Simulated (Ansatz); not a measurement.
**HfN: how the axes shrink under pressure**

HfN, P6_3/mmc, a = 3.144 Å, c = 5.425 Å. This isn't the usual stable structure of the compound. Ansatz: r2SCAN, PAW, 500 eV, Γ-centred 18×18×8 mesh on 4 atoms, Gaussian smearing 0.10 eV; no spin polarisation. Cell and atoms are relaxed at each pressure, and no other structure is tried, so the rows at high pressure may lie past a change of phase. y = 100 ln(c/c0) with c0 = 5.4252 Å, so nearly a change in per cent. The pressures are the targets, met within 0.05 GPa.

```
P (GPa) y  100 ln(a/a0)
   -2.0   0.24          0.24
    0.0   0.00          0.00
    2.0  -0.24         -0.24
    5.0  -0.59         -0.59
   10.0      ?             ?
   20.0  -2.11         -2.12
   40.0  -3.75         -3.84
```

Fit y = c1 P + c2 P² to the other rows, give the linear compressibility along c, and predict the missing y.

Least squares on the rows shown. y = −0.1181 P + 0.0006096 P². The linear compressibility along c is −c1/100 = 1.18 per TPa, against 1.17 along a from the same fit to the last column (its missing entry is -1.12): the crystal is about as stiff along both at low pressure. At P = 10.0 the fit asked for gives -1.12. The run gave -1.13, so the fit is 0.01 too high, within twice the rms miss on the fitted rows (0.008).

Spin–orbit coupling is left out, which can shift energies with elements as heavy as these.